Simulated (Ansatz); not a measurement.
Take a crystal in which Ti has been replaced by Co on all its sites, with the cell rescaled by a rough guess (in some cases also distorted within its space group) and nothing relaxed:

```cif
data_structure
_symmetry_space_group_name_H-M 'P 1'
_symmetry_Int_Tables_number 1
_cell_length_a 2.7966
_cell_length_b 2.7966
_cell_length_c 4.1724
_cell_angle_alpha 90.000
_cell_angle_beta 90.000
_cell_angle_gamma 120.000
_cell_volume 28.26
loop_
_atom_site_label
_atom_site_type_symbol
_atom_site_fract_x
_atom_site_fract_y
_atom_site_fract_z
_atom_site_occupancy
Co1 Co 0.00000 0.00000 0.00000 1
Al1 Al 0.33333 0.66667 0.50000 1
```

All numbers below come from DFT PBE, scalar-relativistic, plane waves, PAW (Ansatz 0.2.0).

Cutoff 420 eV; k points 18×18×10 on the computed 2-atom cell (Γ-centred); Gaussian smearing, width 0.10 eV; collinear spin from starting moments 1.22 0 μB.

Problem. Will this cell want to expand or contract, and how hard?

Solution. The pressure is -16.2 GPa (positive in compression), so the cell would contract.

Problem. Is it a metal on this mesh?

Solution. Yes, a band crosses the Fermi level.

Problem. What is its energy against the elements in their standard states?

Solution. -0.189 eV/atom at this unrelaxed geometry, with the elements in the same functional.

Problem. What moments result?

Solution. Co1 1.01, Al2 -0.04 μB.